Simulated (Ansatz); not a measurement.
# SiNi: the cost of one run

Computed with Ansatz 0.2.0 (DFT LDA, scalar-relativistic, unless a step's input says otherwise).

### 1 Starting point

It takes space group Pmmn (No. 59, orthorhombic). The conventional cell has a = 3.027 Å, b = 3.274 Å, c = 4.698 Å, α = 90.00°, β = 90.00°, γ = 90.00°. Around Si (site symmetry mm2) lie 6 Ni at 2.34 to 2.40 Å and 4 Si at 2.68 Å. Ni (site symmetry mm2) has 6 Si at 2.34 to 2.40 Å and 4 Ni at 2.67 Å as nearest neighbours.

Coordinates:

```cif
data_structure
_symmetry_space_group_name_H-M 'P 1'
_symmetry_Int_Tables_number 1
_cell_length_a 3.0266
_cell_length_b 3.2735
_cell_length_c 4.6978
_cell_angle_alpha 90.000
_cell_angle_beta 90.000
_cell_angle_gamma 90.000
_cell_volume 46.54
loop_
_atom_site_label
_atom_site_type_symbol
_atom_site_fract_x
_atom_site_fract_y
_atom_site_fract_z
_atom_site_occupancy
Si1 Si 0.50000 0.50000 0.84230 1
Si2 Si 0.00000 0.00000 0.15770 1
Ni1 Ni 0.50000 0.50000 0.34422 1
Ni2 Ni 0.00000 0.00000 0.65578 1
```

Atoms are numbered in the order of the input: Si1, Si2, Ni3, Ni4.

### 2 The deformed structure

Space group Pmmn before, Pmmn after.

### 3 Full-potential LAPW

input.yaml

```yaml
crystal:
  lattice:
    - [2.9963538, 0.0, 0.0]
    - [0.0, 3.240765, 0.0]
    - [0.0, 0.0, 4.69776]
  atoms:
    - { symbol: Si, position: [0.5, 0.5, 0.8423] }
    - { symbol: Si, position: [0.0, 0.0, 0.1577] }
    - { symbol: Ni, position: [0.5, 0.5, 0.34422], spin: 1.5 }
    - { symbol: Ni, position: [0.0, 0.0, 0.65578], spin: 1.5 }
magnetization:
  spin_polarized: true
kpoints:
  mp_grid: { grid: [11, 10, 7] }
  band_path:
    path:
      - [0.0, 0.0, 0.0]
      - [0.5, 0.0, 0.0]
      - [0.5, 0.5, 0.0]
      - [0.0, 0.5, 0.0]
      - [0.0, 0.0, 0.0]
      - [0.0, 0.0, 0.5]
      - [0.5, 0.0, 0.5]
      - [0.5, 0.5, 0.5]
      - [0.0, 0.5, 0.5]
    npoints: 5
scf:
  occupations: { method: fermi_dirac, width: 0.05 }
hamiltonian:
  xc: lda
  pseudopotentials: { kind: all_electron, lapw: { basis_error: 0.001 } }
output:
  forces: true
  stress: true
  eigenvalues: true
```

Launch:

```console
$ ansatz run input.yaml --threads 1 --pin off --max-ram 6144MiB --backend cpu --events-out ev --progress --plain --runs-dir out
```

Q: Estimate wall time and peak memory on 1 thread of Intel Xeon 6975P-C (Granite Rapids), shared host.

About 1.8 min, with a peak of 1.3 GiB.
